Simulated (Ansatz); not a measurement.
# AlNi (Cmmm) in Ansatz: reference runs

Reference runs on AlNi: the cell as given and a disturbed copy.

Program: Ansatz 0.2.0. These are calculated values, not measurements. Logs are shortened: lines on timing, memory, paths and dates and some standing lists are left out, and cuts for length are marked.

## 1. The structure

It takes space group Cmmm (No. 65, orthorhombic). The conventional cell has a = 3.877 Å, b = 3.906 Å, c = 3.099 Å, α = 90.00°, β = 90.00°, γ = 90.00°. Around Ni (site symmetry mmm) lie 8 Al at 2.48 to 2.49 Å and 4 Ni at 2.75 Å. Al (site symmetry mmm) is surrounded by 8 Ni at 2.48 to 2.49 Å and 4 Al at 2.75 Å.

The cell comes from a database or a generator and needn't be the stable form of this composition.

## 2. Single point, PBE, collinear spin, ferromagnetic start

Contents of input.yaml:

```yaml
crystal:
  lattice:
    - [1.938694, -1.95319015, 0.0]
    - [1.938694, 1.95319015, 0.0]
    - [0.0, 0.0, 3.0994300413]
  atoms:
    - { symbol: Ni, position: [0.5, 0.5, 0.5], spin: 1.0 }
    - { symbol: Al, position: [0.0, 0.0, 0.0] }
hamiltonian:
  xc: pbe
  pseudopotentials: { kind: paw }
magnetization:
  spin_polarized: true
kpoints:
  mp_grid: { grid: [10, 10, 9] }
scf:
  occupations: { method: fermi_dirac, width: 0.05 }
output:
  forces: true
  stress: true
  eigenvalues: true
```

Potentials or basis: Ansatz PAW.

Launch:

```
$ ansatz run input.yaml --threads 2 --pin off --max-ram 5120MiB --backend cpu --events-out ev --progress --plain --runs-dir out
```

Log:

```text
Warning: RAYON_NUM_THREADS=2 ignored (pool sized by the plan → 2); use --threads N
Engine: ansatz 0.2.0, aarch64-unknown-linux-gnu
Pseudopotentials: kind: paw
Pseudopotential: Ni, paw, valence charge 18, recommended cutoff 420 eV (normal), Ni.paw.azcp
Pseudopotential: Al, paw, valence charge 3, recommended cutoff 420 eV (normal), Al.paw.azcp
Functional definition: PBE
  parameter kappa = 0.804
  parameter beta = 0.06672455060314922
  exchange = pbe_x(kappa = kappa, mu = beta*pi^2/3)
  correlation = pbe_c(beta = beta)
Crystal: 2 atoms, lattice volume = 23.473 Å³
Basis set: ecut = 420 eV, 475 PW (Γ), exchange–correlation on 40×40×48 points (8 copies of the dense FFT grid, shifted against one another)
Bands: 15, of which v1, the nominal top of the filled ones, is band 11 counted from 1 (10 counted from 0)
Symmetry: 8 space group operations
Space group: Cmmm (ITA 65), of the structure as read, at distance tolerance 2.9e-5 Å
Magnetic group: BNS 65.481 (UNI 579), of the structure as read, at distance tolerance 2.9e-5 Å
k-points: 155 of 900
Non-local potential: Ni, projectors of the file, l = 0: 3, l = 1: 2, l = 2: 3, l = 3: 1
Non-local potential: Al, projectors of the file, l = 0: 2, l = 1: 2, l = 2: 1
PAW form: soft (Blöchl's): semilocal exchange-correlation on the pseudo side does not see the compensation charge
PAW one-centre angular grid: Ni, 590 points (default); XC on 64 Gauss nodes
PAW one-centre angular grid: Al, 110 points (default); XC on 64 Gauss nodes
Initial density: superposition of atomic densities (chi_scale 0.1, normalization cell)
Starting moments: Σ|m| = 1 μB on 1 of 2 sites
Initial wavefunctions: pseudopotential atomic-orbital guess
Functional: x = pbe(κ = 0.804, μ = 0.2195149727645171), c = pbe(β = 0.06672455060314922)
iter 1 solved again at ethr=3.06e-3 eV; its pass at ethr=3.10e-3 eV (dr2=6.42e-1 eV) is discarded
SCF iter   1: F=—  HF=-6377.237693 eV  |F-HF|=—  |Δ(HF+E_count)|=         —  Δρ=9.26e-2 (↑9.26e-2 ↓4.30e-2)  dr2=6.42e-1  dr2_m=8.83e-1  M=0.277 μB ∫|m|=0.333 μB  β_m=0.30  ethr=3.06e-3  ⟨swp⟩=1.0  Hψ=28189  notcnv=0
Mixer restart at iter 1: flushing history
preconditioner: auto → none  [metal: Δε(μ)=0.013 eV  Ē_g=9.322 eV  σ=0.050 eV  W_gap=0.07  n_scr=6 (ndim 8)  ℏωp=27.6 eV  f_vac=0.000  D(μ)=1.27/eV (n_scr^D=14)  sad-step TF]
SCF iter   2: F=—  HF=-6377.138060 eV  |F-HF|=—  |Δ(HF+E_count)|=   9.96e-2  Δρ=7.64e-2 (↑3.94e-2 ↓7.64e-2)  dr2=4.23e-1  dr2_m=6.82e-1  M=0.186 μB ∫|m|=0.214 μB  β_m=0.49  ethr=3.06e-3  ⟨swp⟩=2.2  Hψ=7400  notcnv=0
SCF iter   3: F=—  HF=-6378.140383 eV  |F-HF|=—  |Δ(HF+E_count)|=    1.00e0  Δρ=4.89e-2 (↑4.89e-2 ↓1.93e-2)  dr2=1.58e-1  dr2_m=2.36e-1  M=0.157 μB ∫|m|=0.177 μB  β_m=0.58  ethr=2.01e-3  ⟨swp⟩=3.0  Hψ=10782  notcnv=0  defer=35
SCF iter   4: F=—  HF=-6378.482583 eV  |F-HF|=—  |Δ(HF+E_count)|=   3.42e-1  Δρ=1.22e-2 (↑3.47e-3 ↓1.22e-2)  dr2=3.40e-2  dr2_m=4.65e-3  M=0.022 μB ∫|m|=0.032 μB  β_m=0.78  ethr=7.51e-4  ⟨swp⟩=2.2  Hψ=8169  notcnv=0  defer=39
SCF iter   5: F=—  HF=-6378.479743 eV  |F-HF|=—  |Δ(HF+E_count)|=   2.84e-3  Δρ=2.81e-3 (↑1.96e-3 ↓2.81e-3)  dr2=1.03e-4  dr2_m=1.21e-3  M=0.008 μB ∫|m|=0.014 μB  β_m=0.89  ethr=1.62e-4  ⟨swp⟩=2.1  Hψ=6865  notcnv=0  defer=42
SCF iter   6: F=—  HF=-6378.479809 eV  |F-HF|=—  |Δ(HF+E_count)|=   6.61e-5  Δρ=2.09e-3 (↑2.09e-3 ↓1.97e-3)  dr2=2.60e-3  dr2_m=3.20e-6  M=0.001 μB ∫|m|=0.002 μB  β_m=0.89  ethr=4.91e-7  ⟨swp⟩=2.2  Hψ=9020  notcnv=0  defer=42
SCF iter   7: F=—  HF=-6378.479722 eV  |F-HF|=—  |Δ(HF+E_count)|=   8.72e-5  Δρ=1.96e-4 (↑5.18e-5 ↓1.96e-4)  dr2=1.01e-5  dr2_m=1.38e-6  M=-0.000 μB ∫|m|=0.000 μB  β_m=0.89  ethr=4.91e-7  ⟨swp⟩=2.0  Hψ=9126  notcnv=0  defer=42
SCF iter   8: F=—  HF=-6378.479731 eV  |F-HF|=—  |Δ(HF+E_count)|=   9.07e-6  Δρ=5.92e-5 (↑3.84e-5 ↓5.92e-5)  dr2=1.85e-6  dr2_m=3.21e-8  M=-0.000 μB ∫|m|=0.000 μB  β_m=0.92  ethr=4.80e-8  ⟨swp⟩=2.1  Hψ=6662  notcnv=0  defer=42
SCF iter   9: F=—  HF=-6378.479731 eV  |F-HF|=—  |Δ(HF+E_count)|=   8.37e-7  Δρ=1.86e-5 (↑1.86e-5 ↓1.61e-5)  dr2=1.79e-7  dr2_m=6.04e-10  M=0.000 μB ∫|m|=0.000 μB  β_m=0.87  ethr=8.81e-9  ⟨swp⟩=2.1  Hψ=6149  notcnv=0  defer=42
SCF iter  10: F=—  HF=-6378.479731 eV  |F-HF|=—  |Δ(HF+E_count)|=  3.32e-10  Δρ=1.23e-6 (↑1.00e-6 ↓1.23e-6)  dr2=7.31e-10  dr2_m=1.89e-11  M=0.000 μB ∫|m|=0.000 μB  β_m=0.88  ethr=8.51e-10  ⟨swp⟩=2.1  Hψ=6113  notcnv=0  defer=42
SCF iter  11: F=-6378.479731 eV  HF=-6378.479731 eV  |F-HF|=2.73e-12  |Δ(HF+E_count)|=  1.40e-10  Δρ=1.70e-7 (↑1.68e-7 ↓1.70e-7)  dr2=8.64e-12  dr2_m=1.53e-12  M=0.000 μB ∫|m|=0.000 μB  ethr=3.48e-12  ⟨swp⟩=2.1  Hψ=14392  notcnv=0
SCF 1 converged in 11 iterations: F = -6378.479731 eV  dr2 = 8.64e-12
WARN: the starting moments were not kept: the SCF closed with an absolute magnetisation of 1.1e-6 μB, where they sum to 1 μB in size (1 site). That is at most 0.1 of that sum. Measured as dr2_m measures the in/out step, that magnetisation stands 2.0e-13 eV from none, at or under the dr2_threshold of 1.0e-7 eV: it is no larger than a step whose dr2_m would equal this threshold. The system may hold no moment; this SCF shows only that its start led to no more than that. To try another start: raise the starting moments (crystal.atoms[].spin, magnetization.per_species, magnetization.initial_magnetization, or on a non-collinear deck that types none of these the spinor_matrix: blocks that start its atoms; where the total moment is fixed, keep their sum and leave initial_magnetization as it is; typed ones take the place of any that the run laid by itself, positive ones on a crystal's lanthanoids without a Hubbard term where scf.initial_density.shell_occupations: [] is typed) or, if the notice of its spin-set hold's release reads "site moments contracting" or "site moments show no strong build", lengthen the hold (scf.mixing.spin_hold: { on: { confirm: 4 } }; for m-r²SCAN on two components see the key's manual first). Each may lead to a state that holds a moment. A second SCF, from the converged charge density, with the starting moments and any scf.initial_density.shell_occupations laid on it anew, would have followed, and was not run: the deck does not ask for one (magnetization.retry_lost_moments is false, the default). To let it run, set magnetization.retry_lost_moments: true and run the deck again, where that key's refused combinations let it; where memory then withholds it, that run's warning says so.
SCF converged after 11 iterations
Magnetization: 0.0000 μB (10.5000 up, 10.5000 down)
Absolute magnetization: 0.0000 μB (∫|ρ↑−ρ↓|, with the PAW one-centre terms)
Spin contamination: 0.0000 ħ² per cell (⟨S²⟩ above its minimum at these occupations)
Per-site moments (μB) at R_I (Å): [(-1.9942494433542453e-7, 1.0238106297805967), (3.711129582475512e-7, 1.0238106297805967)]
Free energy (F): -6378.479731 eV
Harris-Foulkes:  -6378.479731 eV  (|F-HF|=2.73e-12)
Internal energy: -6378.472205 eV  (E = F + TS)
E sigma→0 (E₀):  -6378.475968 eV
Entropy (-TS):   -0.007527 eV (-3.763 meV/atom)
Fermi energy:    14.302372 eV
--- Per-component energies (eV) ---
  E_band       = -330.622838
  E_kinetic    = 311.710824
  E_local      = -4436.126867  (includes V_loc(G=0)·N_el)
  E_nonlocal   = 647.442326
  E_hartree    = 1910.901172
  E_xc         = -126.638721
  E_vxc        = -141.103575  (∫ρ·V_xc dr)
  E_paw        = -2100.041667  (= ΣΔE_a)
  E_vpaw       = -534.348659  (= ΣTr[D̂ρ^β])
  E_aug_tail   = 0.000532  (compensation charges beyond the density's cutoff)
  E_ewald      = -2585.719804
  E_smearing   = -0.007527  (= −TS)
  E_closure    = -0.000000  (closes the sum)
  Σ components = -6378.479731   (vs F -6378.479731, Δ=0.00e0)
--- Forces (eV/Å), atoms counted from 1 ---
  atom   1  Ni     0.00000000    -0.00000000     0.00000000
  atom   2  Al     0.00000000     0.00000000     0.00000000
  max |Σ_I F_I| component: 3.74e-29 eV/Å
--- Stress (GPa, compression-positive) ---
        9.161963      -0.000000      -0.000000
       -0.000000       7.468601       0.000000
       -0.000000       0.000000       1.316328
  P = ⅓ Tr σ = 5.9823 GPa (59.823 kbar)
--- Band table (eV; the first three rows and the last of 310) ---
  k-point 0 ↑: bands = ["-89.0489", "-49.4719", "-49.4363", "-49.4329", "2.9948", "10.8794", "11.0291", "12.6626", "12.6817", "12.9640", "17.2227", "21.3337", "21.3768", "21.4454", "22.9035"]
  k-point 1 ↑: bands = ["-89.0489", "-49.4730", "-49.4363", "-49.4328", "3.1913", "10.7797", "11.0645", "12.6063", "12.6261", "12.9690", "15.9905", "21.5807", "21.6221", "22.8771", "22.9273"]
  k-point 2 ↑: bands = ["-89.0487", "-49.4759", "-49.4361", "-49.4327", "3.7743", "10.3075", "11.1558", "12.4699", "12.4914", "12.9815", "14.2903", "22.2897", "22.3267", "22.8054", "25.3410"]
  k-point 154 ↓: bands = ["-89.0430", "-49.4740", "-49.4706", "-49.4678", "10.0865", "10.1566", "10.1873", "13.0417", "13.4947", "16.0774", "16.1608", "16.1912", "18.1728", "18.7143", "18.8111"]
```

It took 3.7 s on 2 threads of Arm Neoverse V2, shared host; peak memory 0.42 GiB.

Results:

| Item | Value |
| --- | --- |
| Free energy | -6378.4797 eV |
| Pressure | 6.0 GPa |
| Band gap on the k mesh | none (metal or under the smearing width) |
| Net moment | 0.00 μB per cell |
| Absolute moment | 0.00 μB per cell |

Stress tensor (GPa, compression positive):
```
9.16 0.00 0.00
0.00 7.47 0.00
0.00 0.00 1.32
```

Caveat: the starting moments weren't kept.

## 3. Single point, PBE, collinear spin, ferromagnetic start (atoms moved at random, drawn with an rms of 0.05 Å)

Edit input.yaml of step 2 so:

```diff
@@ -6,4 +6,4 @@
   atoms:
-    - { symbol: Ni, position: [0.5, 0.5, 0.5], spin: 1.0 }
-    - { symbol: Al, position: [0.0, 0.0, 0.0] }
+    - { symbol: Ni, position: [0.497493, 0.508354, 0.501366], spin: 1.0 }
+    - { symbol: Al, position: [-0.003139, -0.017737, -0.0059] }
 hamiltonian:
```

Potentials or basis: Ansatz PAW.

Launch:

```
$ ansatz run input.yaml --threads 2 --pin off --max-ram 5120MiB --backend cpu --events-out ev --progress --plain --runs-dir out
```

Log:

```text
Warning: RAYON_NUM_THREADS=2 ignored (pool sized by the plan → 2); use --threads N
[... 9 set-up lines as earlier in the session ...]
Crystal: 2 atoms, lattice volume = 23.473 Å³
Basis set: ecut = 420 eV, 475 PW (Γ), exchange–correlation on 40×40×48 points (8 copies of the dense FFT grid, shifted against one another)
Bands: 15, of which v1, the nominal top of the filled ones, is band 11 counted from 1 (10 counted from 0)
Symmetry: 1 space group operations
Space group: P1 (ITA 1), of the structure as read, at distance tolerance 2.9e-5 Å
Magnetic group: BNS 1.1 (UNI 1), of the structure as read, at distance tolerance 2.9e-5 Å
k-points: 452 of 900 (time reversal used)
[... 5 set-up lines as earlier in the session ...]
[... 22 lines left out ...]
SCF converged after 12 iterations
Magnetization: -0.0000 μB (10.5000 up, 10.5000 down)
Absolute magnetization: 0.0000 μB (∫|ρ↑−ρ↓|, with the PAW one-centre terms)
Spin contamination: 0.0000 ħ² per cell (⟨S²⟩ above its minimum at these occupations)
Per-site moments (μB) at R_I (Å): [(-6.8166335255995e-7, 1.0015459027175442), (2.6095717726006765e-7, 1.0015459027175442)]
Free energy (F): -6378.462635 eV
Harris-Foulkes:  -6378.462635 eV  (|F-HF|=4.02e-10)
Internal energy: -6378.455121 eV  (E = F + TS)
E sigma→0 (E₀):  -6378.458878 eV
Entropy (-TS):   -0.007514 eV (-3.757 meV/atom)
Fermi energy:    14.300525 eV
--- Per-component energies (eV) ---
  E_band       = -330.695710
  E_kinetic    = 311.767322
  E_local      = -4436.775449  (includes V_loc(G=0)·N_el)
  E_nonlocal   = 647.474162
  E_hartree    = 1911.168966
  E_xc         = -126.651978
  E_vxc        = -141.120001  (∫ρ·V_xc dr)
  E_paw        = -2100.061233  (= ΣΔE_a)
  E_vpaw       = -534.378349  (= ΣTr[D̂ρ^β])
  E_aug_tail   = 0.000532  (compensation charges beyond the density's cutoff)
  E_ewald      = -2585.377442
  E_smearing   = -0.007514  (= −TS)
  E_closure    = -0.000000  (closes the sum)
  Σ components = -6378.462635   (vs F -6378.462635, Δ=0.00e0)
--- Forces (eV/Å), atoms counted from 1 ---
  atom   1  Ni    -0.31801091    -0.28774903    -0.15359711
  atom   2  Al     0.31800952     0.28774692     0.15359622
  max |Σ_I F_I| component: 2.11e-6 eV/Å
--- Stress (GPa, compression-positive) ---
        9.454606      -0.107224       0.194316
       -0.107224       7.739714       0.177396
        0.194316       0.177396       1.836811
  P = ⅓ Tr σ = 6.3437 GPa (63.437 kbar)
--- Band table (eV; the first three rows and the last of 904) ---
  k-point 0 ↑: bands = ["-89.0522", "-49.4764", "-49.4396", "-49.4356", "2.9953", "10.8723", "11.0245", "12.6558", "12.6756", "12.9605", "17.2262", "21.2485", "21.3590", "21.5462", "22.9281"]
  k-point 1 ↑: bands = ["-89.0521", "-49.4775", "-49.4395", "-49.4355", "3.1919", "10.7733", "11.0597", "12.5996", "12.6202", "12.9653", "15.9914", "21.5743", "21.6161", "22.8996", "22.9408"]
  k-point 2 ↑: bands = ["-89.0520", "-49.4803", "-49.4393", "-49.4354", "3.7748", "10.3035", "11.1505", "12.4634", "12.4857", "12.9777", "14.2879", "22.2775", "22.3178", "22.8473", "25.3396"]
  k-point 451 ↓: bands = ["-89.0462", "-49.4785", "-49.4738", "-49.4704", "10.0864", "10.1538", "10.1852", "13.0348", "13.4910", "16.0598", "16.1372", "16.2137", "18.0850", "18.7507", "18.8766"]
```

Wall time 18 s (2 threads of Arm Neoverse V2, shared host); peak memory 0.65 GiB.

Results:

| Item | Value |
| --- | --- |
| Free energy | -6378.4626 eV |
| Pressure | 6.3 GPa |
| Largest force | 0.456 eV/Å |
| Band gap on the k mesh | none (metal or under the smearing width) |
| Net moment | 0.00 μB per cell |
| Absolute moment | 0.00 μB per cell |

Forces on the atoms (eV/Å):
```
Ni  -0.318 -0.288 -0.154
Al   0.318  0.288  0.154
```

Caveat: the starting moments weren't kept.
